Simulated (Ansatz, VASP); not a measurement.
# CdSe: VASP beside Ansatz

Aim: how closely do two programs agree when they are given the same cell, functional and k mesh?

Main program and level: Ansatz 0.2.0; plane waves, with VASP 6.6.1 beside it; single point at LDA and band structure at LDA.

## 1. The starting structure

The structure is cubic, space group F-43m (No. 216). Conventional cell: a = 6.141 Å, b = 6.141 Å, c = 6.141 Å, α = 90.00°, β = 90.00°, γ = 90.00°. Cd has 4 Se at 2.66 Å nearest. Nearest to Se lie 4 Cd at 2.66 Å. Farther neighbours and most contacts between anions are not listed.

## 2. Ansatz: single point, LDA

Ansatz runs on its default PAW (the set named soft_2) files.

With cell and atoms fixed, the geometry can't cause a difference; cores, projectors, grids and the points listed under the comparison can.

File input.yaml:

```yaml
crystal:
  lattice:
    - [0.0, 3.0702711986, 3.0702711986]
    - [3.0702711986, 0.0, 3.0702711986]
    - [3.0702711986, 3.0702711986, 0.0]
  atoms:
    - { symbol: Cd, position: [0.0, 0.0, 0.0] }
    - { symbol: Se, position: [0.75, 0.75, 0.75] }
hamiltonian:
  xc: lda
  pseudopotentials: { kind: paw }
kpoints:
  mp_grid: { grid: [6, 6, 6] }
scf:
  occupations: { method: fermi_dirac, width: 0.05 }
  n_extra_bands: 4
output:
  forces: true
  stress: true
  eigenvalues: true
```

Launch:

```console
$ ansatz run input.yaml --threads 2 --pin off --max-ram 4608MiB --backend cpu --events-out ev --progress --plain --runs-dir out
```

Numbers of over 12 decimals in the logs are rounded to 6 here.

The log of the run:

```text
scf.n_extra_bands = 4 over 18 filled bands (N_el = 36.0): the run solves 22 bands
Engine: ansatz 0.2.0, aarch64-unknown-linux-gnu
Pseudopotentials: kind: paw
Pseudopotential: Cd, paw, valence charge 20, recommended cutoff 420 eV (normal), Cd.paw.azcp
Pseudopotential: Se, paw, valence charge 16, recommended cutoff 420 eV (normal), Se.paw.azcp
Functional definition: SPW92
  exchange = slater_x
  correlation = pw_c
Crystal: 2 atoms, lattice volume = 57.884 Å³
Basis set: ecut = 420 eV, 1139 PW (Γ)
Bands: 22, of which v1, the nominal top of the filled ones, is band 18 counted from 1 (17 counted from 0)
Symmetry: 24 space group operations
Space group: F-43m (ITA 216), of the structure as read, at distance tolerance 3.9e-5 Å
k-points: 16 of 216 (time reversal used)
Non-local potential: Cd, projectors of the file, l = 0: 3, l = 1: 2, l = 2: 2, l = 3: 1
Non-local potential: Se, projectors of the file, l = 0: 2, l = 1: 2, l = 2: 3, l = 3: 1
PAW form: soft (Blöchl's): semilocal exchange-correlation on the pseudo side does not see the compensation charge
PAW frozen core: Cd, regenerated for the run's functional, and the local potential with it (the file was generated under x = pbe(κ = 0.804, μ = 0.219515), c = pbe(β = 0.066725))
PAW frozen core: Se, regenerated for the run's functional, and the local potential with it (the file was generated under x = pbe(κ = 0.804, μ = 0.219515), c = pbe(β = 0.066725))
PAW one-centre angular grid: Cd, 590 points (default); XC on 64 Gauss nodes
PAW one-centre angular grid: Se, 590 points (default); XC on 64 Gauss nodes
Initial density: superposition of atomic densities (neutral atoms: chi_scale 0, normalization atom), corrected by the library's trained network
Initial wavefunctions: pseudopotential atomic-orbital guess
Functional: x = slater, c = lda
SCF iter   1: F=—  HF=-13502.199536 eV  |F-HF|=—  |Δ(HF+E_count)|=         —  Δρ=7.11e-3  dr2=2.38e-2  ethr=1.77e-3  ⟨swp⟩=5.9  Hψ=1508  notcnv=0
preconditioner: auto → none  [insulator: Δε(μ)=0.210 eV  Ē_g=11.811 eV  σ=0.050 eV  W_gap=0.75  n_scr=14 (ndim 8)  ℏωp=20.7 eV  f_vac=0.215  D(μ)=0.06/eV (n_scr^D=0)  ε∞_Penn≈4.1]
SCF iter   2: F=—  HF=-13502.192493 eV  |F-HF|=—  |Δ(HF+E_count)|=   7.04e-3  Δρ=2.43e-3  dr2=1.47e-3  ethr=6.60e-5  ⟨swp⟩=2.0  Hψ=672  notcnv=0
SCF iter   3: F=—  HF=-13502.192199 eV  |F-HF|=—  |Δ(HF+E_count)|=   2.94e-4  Δρ=1.11e-3  dr2=3.08e-4  ethr=4.09e-6  ⟨swp⟩=2.1  Hψ=450  notcnv=0
SCF iter   4: F=—  HF=-13502.192164 eV  |F-HF|=—  |Δ(HF+E_count)|=   3.44e-5  Δρ=2.35e-4  dr2=4.27e-5  ethr=8.56e-7  ⟨swp⟩=2.0  Hψ=481  notcnv=0
SCF iter   5: F=—  HF=-13502.192144 eV  |F-HF|=—  |Δ(HF+E_count)|=   2.01e-5  Δρ=2.39e-5  dr2=3.13e-7  ethr=1.19e-7  ⟨swp⟩=2.0  Hψ=481  notcnv=0
SCF iter   6: F=-13502.192144 eV  HF=-13502.192144 eV  |F-HF|=2.52e-9  |Δ(HF+E_count)|=   3.59e-8  Δρ=6.30e-6  dr2=1.46e-8  ethr=2.78e-10  ⟨swp⟩=5.0  Hψ=1481  notcnv=0
SCF 1 converged in 6 iterations: F = -13502.192144 eV  dr2 = 1.46e-8
  greatest PAW one-centre occupation: 1.000 electrons in one spin orbital (limit 2), on the Cd atom at site 0 (counted from 0), in its partial waves of l = 0
SCF converged after 6 iterations
Free energy (F): -13502.192144 eV
Harris-Foulkes:  -13502.192144 eV  (|F-HF|=2.52e-9)
Internal energy: -13502.191735 eV  (E = F + TS)
E sigma→0 (E₀):  -13502.191939 eV
Entropy (-TS):   -0.000410 eV (-0.205 meV/atom)
Fermi energy:    6.919666 eV
--- Per-component energies (eV) ---
  E_band       = -915.308078
  E_kinetic    = 623.588612
  E_local      = -6455.097036  (includes V_loc(G=0)·N_el)
  E_nonlocal   = -548.176830
  E_hartree    = 3055.898857
  E_xc         = -278.440098
  E_vxc        = -319.027111  (∫ρ·V_xc dr)
  E_paw        = -5774.662185  (= ΣΔE_a)
  E_vpaw       = -328.395842  (= ΣTr[D̂ρ^β])
  E_aug_tail   = -0.000633  (compensation charges beyond the density's cutoff)
  E_ewald      = -4128.286353
  E_core_change = 2.983931  (= ΣΔE_core)
  E_smearing   = -0.000410  (= −TS)
  E_closure    = -0.000000  (closes the sum)
  Σ components = -13502.192144   (vs F -13502.192144, Δ=0.00e0)
--- Forces (eV/Å), atoms counted from 1 ---
  atom   1  Cd    -0.00000000     0.00000000     0.00000000
  atom   2  Se     0.00000000    -0.00000000     0.00000000
  max |Σ_I F_I| component: 1.11e-16 eV/Å
--- Stress (GPa, compression-positive) ---
       -3.245647       0.000000      -0.000000
       -0.000000      -3.245647       0.000000
       -0.000000       0.000000      -3.245647
  P = ⅓ Tr σ = -3.2456 GPa (-32.456 kbar)
--- Band table (eV; the first three rows and the last of 16) ---
  k-point 0: bands = [... 14 lower, -0.7373, 6.7521, 6.7521, 6.7521, 7.0231, 12.5559, 12.5559, 12.5559]
  k-point 1: bands = [... 14 lower, -0.7382, 4.9956, 6.5500, 6.5500, 8.4067, 12.2665, 12.8693, 12.8693]
  k-point 2: bands = [... 14 lower, -0.7244, 3.2605, 6.1929, 6.1929, 8.9020, 13.0382, 13.1218, 13.1218]
  k-point 15: bands = [... 14 lower, -0.3229, 2.7843, 4.6793, 4.6962, 10.9573, 11.1583, 14.0671, 14.5539]
```

Elapsed: 1.7 s, on 2 threads of Arm Neoverse N1, shared host; peak memory 0.29 GiB; 2.9 s of CPU time.

Reading the cycles: dr2 is the Hartree energy of the density residual (eV), the measure of convergence; HF is the Harris–Foulkes estimate of the energy, which meets the free energy F at convergence.

The run ends at a pressure of -3.25 GPa.

## 3. VASP: single point, LDA

The same cell, functional (in two slightly different forms), mesh and smearing now go to VASP, with its own data sets and cutoff.

Lines of VASP's logs that name or quote its potential files are left out, and so is its time.

File INCAR:

```
SYSTEM = CdSe
PREC = Accurate
ENCUT = 400
EDIFF = 1E-06
NELM = 100
ISMEAR = -1
SIGMA = 0.05
LREAL = .FALSE.
ALGO = Normal
GGA = CA
NBANDS = 15
LORBIT = 11
LWAVE = .FALSE.
LCHARG = .FALSE.
KPAR = 2
ISIF = 2
```

File POSCAR:

```
CdSe
1.0
    0.0000000000      3.0702711986      3.0702711986
    3.0702711986      0.0000000000      3.0702711986
    3.0702711986      3.0702711986      0.0000000000
Cd Se
1 1
Direct
    0.0000000000      0.0000000000      0.0000000000
    0.7500000000      0.7500000000      0.7500000000
```

File KPOINTS:

```
Automatic mesh
0
Gamma
6 6 6
0 0 0
```

The projector-augmented-wave data sets are Cd and Se (LDA family, release 64).

Launch:

```console
$ mpirun -np 2 vasp_std
```

The log of the run:

```text
[banner, memory and clock lines left out]
running    2 mpi-ranks, on    1 nodes
 distrk:  each k-point on    1 cores,    2 groups
 distr:  one band on    1 cores,    1 groups

 POSCAR found type information on POSCAR CdSe
 POSCAR found :  2 types and       2 ions
 LDA part: xc-table for (Slater(with rela. corr.)+CA(PZ))
 , standard interpolation
 POSCAR, INCAR and KPOINTS ok, starting setup
 FFT: planning ... GRIDC
 FFT: planning ... GRID_SOFT
 FFT: planning ... GRID
 WAVECAR not read
 entering main loop
       N       E                     dE             d eps       ncg     rms          rms(c)
DAV:   1     0.912833377555E+02    0.91283E+02   -0.76589E+03   496   0.877E+02
DAV:   2    -0.382075824244E+01   -0.95104E+02   -0.91634E+02   571   0.242E+02
DAV:   3    -0.708860600694E+01   -0.32678E+01   -0.32631E+01   564   0.466E+01
DAV:   4    -0.710242451882E+01   -0.13819E-01   -0.13818E-01   606   0.292E+00
DAV:   5    -0.710251587548E+01   -0.91357E-04   -0.91357E-04   599   0.209E-01    0.588E+00
DAV:   6    -0.675503342656E+01    0.34748E+00   -0.55091E-01   676   0.942E+00    0.467E+00
DAV:   7    -0.672820264021E+01    0.26831E-01   -0.11576E-01   543   0.246E+00    0.203E+00
DAV:   8    -0.672476190003E+01    0.34407E-02   -0.11730E-02   536   0.140E+00    0.201E-01
DAV:   9    -0.672446613707E+01    0.29576E-03   -0.13818E-03   606   0.519E-01    0.414E-02
DAV:  10    -0.672445103292E+01    0.15104E-04   -0.13520E-04   536   0.166E-01    0.353E-02
DAV:  11    -0.672445631598E+01   -0.52831E-05   -0.17714E-05   543   0.362E-02    0.136E-02
DAV:  12    -0.672445586004E+01    0.45594E-06   -0.14998E-06   394   0.177E-02
   1 F= -.67244559E+01 E0= -.67242897E+01  d E =-.332291E-03
```

OUTCAR, selected parts (step 3):

```text
ion  position               nearest neighbor table
   1  0.000  0.000  0.000-   2 2.66   2 2.66   2 2.66   2 2.66
   2  0.750  0.750  0.750-   1 2.66   1 2.66   1 2.66   1 2.66

  LATTYP: Found a face centered cubic cell.
 ALAT       =     6.1405423972

 Subroutine GETGRP returns: Found 24 space group operations
 (whereof 24 operations were pure point group operations)

The static configuration has the point symmetry T_d .

 Found     16 irreducible k-points:

   k-points           NKPTS =     16   k-points in BZ     NKDIM =     16   number of bands    NBANDS=     15

   dimension x,y,z NGX =    28 NGY =   28 NGZ =   28
   dimension x,y,z NGXF=    56 NGYF=   56 NGZF=   56

   ENCUT  =  400.0 eV  29.40 Ry    5.42 a.u.   7.08  7.08  7.08*2*pi/ulx,y,z

   NELECT =      18.0000    total number of electrons

 k-points in reciprocal lattice and weights: Automatic mesh
   0.00000000  0.00000000  0.00000000       0.005
   0.16666667  0.00000000  0.00000000       0.037
   0.33333333  0.00000000  0.00000000       0.037
   0.50000000  0.00000000  0.00000000       0.019
   0.16666667  0.16666667  0.00000000       0.028
   0.33333333  0.16666667  0.00000000       0.111
   0.50000000  0.16666667  0.00000000       0.111
  -0.33333333  0.16666667  0.00000000       0.111
  -0.16666667  0.16666667  0.00000000       0.056
[...]
-0.33333333  0.33333333  0.16666667       0.111
  -0.33333333  0.50000000  0.16666667       0.056

 average (electrostatic) potential at core
       1 -40.9036       2 -62.8942

 E-fermi :   0.7680

 k-point     1 :       0.0000    0.0000    0.0000
  band No.  band energies     occupation
    ...
      5      -6.9214      2.00000
      6      -6.9214      2.00000
      7       0.5862      1.94863
      8       0.5862      1.94863
      9       0.5862      1.94863
     10       0.8869      0.16970
     11       6.3757      0.00000
     12       6.3757      0.00000
     13       6.3757      0.00000
     14       9.9595      0.00000
    ...

 k-point     2 :       0.1667    0.0000    0.0000
  band No.  band energies     occupation
    ...
      5      -6.9222      2.00000
      6      -6.9222      2.00000
      7      -1.1661      2.00000
      8       0.3832      1.99909
      9       0.3832      1.99909
     10       2.2624      0.00000
     11       6.1020      0.00000
     12       6.6904      0.00000
     13       6.6904      0.00000
     14      10.5901      0.00000
    ...

 k-point     3 :       0.3333    0.0000    0.0000
  band No.  band energies     occupation
    ...
      5      -6.9127      2.00000
      6      -6.9065      2.00000
      7      -2.9076      2.00000
      8       0.0249      2.00000
      9       0.0249      2.00000
     10       2.7530      0.00000
     11       6.8910      0.00000
     12       6.9405      0.00000
     13       6.9405      0.00000
     14      10.1264      0.00000
    ...

  Total       -1.1752998     -1.1752998     -1.1752998     -0.0000000     -0.0000000      0.0000000
  in kB      -32.5311221    -32.5311221    -32.5311221     -0.0000000     -0.0000000      0.0000000
  external PRESSURE =     -32.5311221 kB  Pullay stress =       0.0000000 kB

  energy-cutoff  :      400.00
  volume of cell :       57.88
      direct lattice vectors                 reciprocal lattice vectors
     0.000000000  3.070271199  3.070271199    -0.162852063  0.162852063  0.162852063
     3.070271199  0.000000000  3.070271199     0.162852063 -0.162852063  0.162852063
     3.070271199  3.070271199  0.000000000     0.162852063  0.162852063 -0.162852063

 POSITION                                       TOTAL-FORCE (eV/Angst)
 -----------------------------------------------------------------------------------
      0.00000      0.00000      0.00000        -0.000000     -0.000000     -0.000000
      4.60541      4.60541      4.60541         0.000000      0.000000      0.000000
 -----------------------------------------------------------------------------------
    total drift:                                0.000000      0.000000      0.000000

  FREE ENERGIE OF THE ION-ELECTRON SYSTEM (eV)
  ---------------------------------------------------
  free  energy   TOTEN  =        -6.7244558600 eV

  energy  without entropy=       -6.7241235689  energy(sigma->0) =       -6.72428971

 total charge
# of ion       s       p       d       tot
------------------------------------------
    1        0.454   0.303   9.539  10.297
    2        1.451   2.361   0.021   3.832
--------------------------------------------------
tot          1.905   2.664   9.560  14.129

[... 3 further parts left out ...]
```

At this level the cell is under a tension of 3.3 GPa, so at these settings it is away from equilibrium.

## 4. Comparison

Known differences besides the potentials themselves: the two LDA forms differ slightly; the data sets hold 36 valence electrons in Ansatz (default PAW (the set named soft_2) files) and 18 in VASP; the cutoff is 420 eV in Ansatz and 400 eV in VASP; VASP's log shows a relativistic correction to its local exchange, Ansatz's none. Total energies have different zeros and are not compared.

Both answers:

```
              quantity  Ansatz   VASP  difference
        pressure (GPa)   -3.25  -3.25       +0.01
gap on the k mesh (eV)   0.271  0.301      -0.030
```

A gap on the mesh is an upper bound, since the band edges may lie between its points. Ansatz's pressure holds a Pulay correction of 0.02 GPa; VASP's holds none.

## 5. Ansatz: band structure, LDA

Levels along a path test the potential and the projectors away from the mesh points.

The cell is taken from a series of VASP runs on this material, whose earlier steps may have relaxed, scaled or displaced it; both programs get it as it stands.

File input.yaml:

```yaml
crystal:
  lattice:
    - [0.0, 3.0702711986, 3.0702711986]
    - [3.0702711986, 0.0, 3.0702711986]
    - [3.0702711986, 3.0702711986, 0.0]
  atoms:
    - { symbol: Cd, position: [0.00989, -0.0134, -0.000512] }
    - { symbol: Se, position: [0.752365, 0.733496, 0.726496] }
hamiltonian:
  xc: lda
  pseudopotentials: { kind: paw }
kpoints:
  mp_grid: { grid: [7, 7, 7] }
  band_path:
    path:
      - [0.0, 0.0, 0.0]
      - [0.16667, 0.0, 0.16667]
      - [0.33333, 0.0, 0.33333]
      - [0.5, 0.0, 0.5]
      - [0.5, 0.08333, 0.58333]
      - [0.5, 0.18333, 0.68333]
      - [0.5, 0.25, 0.75]
      - [0.45, 0.3, 0.75]
      - [0.40833, 0.34167, 0.75]
      - [0.35, 0.35, 0.7]
      - [0.225, 0.225, 0.45]
      - [0.075, 0.075, 0.15]
      - [0.03333, 0.03333, 0.03333]
      - [0.23333, 0.23333, 0.23333]
      - [0.4, 0.4, 0.4]
      - [0.51667, 0.46667, 0.51667]
      - [0.55833, 0.38333, 0.55833]
      - [0.60833, 0.28333, 0.60833]
      - [0.60833, 0.25, 0.64167]
      - [0.55833, 0.25, 0.69167]
      - [0.51667, 0.25, 0.73333]
      - [0.5, 0.3, 0.7]
      - [0.5, 0.38333, 0.61667]
      - [0.5, 0.48333, 0.51667]
      - [0.475, 0.475, 0.55]
      - [0.425, 0.425, 0.65]
      - [0.38333, 0.38333, 0.73333]
      - [0.59167, 0.18333, 0.59167]
      - [0.55, 0.1, 0.55]
      - [0.5, 0.0, 0.5]
    npoints: 1
scf:
  occupations: { method: fermi_dirac, width: 0.05 }
  n_extra_bands: 7
output:
  forces: true
  stress: true
  eigenvalues: true
  write_density: true
  write_potential: true
  elf: true
  volumetric_format: npy
```

Launch:

```console
$ ansatz run input.yaml --threads 2 --pin off --max-ram 4608MiB --backend cpu --events-out ev --progress --plain --runs-dir out
```

The log of the run:

```text
[...]
Crystal: 2 atoms, lattice volume = 57.884 Å³
Basis set: ecut = 420 eV, 1139 PW (Γ)
Bands: 25, of which v1, the nominal top of the filled ones, is band 18 counted from 1 (17 counted from 0)
Symmetry: 1 space group operations
[...]
k-points: 172 of 343 (time reversal used)
[...]
k-point 0: bands = [... 14 lower, -0.7506, 6.6682, 6.7394, 6.7974, 7.0496, 12.5263, 12.5648, 12.6418, ... 3 higher]
  k-point 1: bands = [... 14 lower, -0.7542, 5.1844, 6.5516, 6.6583, 8.2708, 12.3363, 12.7691, 12.8835, ... 3 higher]
  k-point 2: bands = [... 14 lower, -0.7472, 3.5839, 6.1760, 6.3657, 8.9551, 12.7101, 13.0141, 13.3463, ... 3 higher]
  k-point 171: bands = [... 14 lower, -0.4508, 2.5327, 5.4170, 5.7559, 9.7253, 12.2078, 13.7913, 13.9134, ... 3 higher]
[key lines of the parts left out:]
SCF converged after 6 iterations
Free energy (F): -13502.165580 eV
Fermi energy:    6.942866 eV
P = ⅓ Tr σ = -2.9924 GPa (-29.924 kbar)
```

The job ended after 22 s (2 threads; peak memory 0.49 GiB; 43 s of CPU time).

(Continued in part 2 of 2.)

[Lines on the potential files, build, host, timing and source positions are cut from VASP's logs without a mark.]

[Logs are printed without paths, hosts, clocks, repeated set-up lines and the standing remarks that a program may print on its own settings, such as how far it seeks lower states.]

[Hosts, paths, dates, database ids (printed as entryN), source tags and the programs' standing remarks are cut or masked in the printed files.]
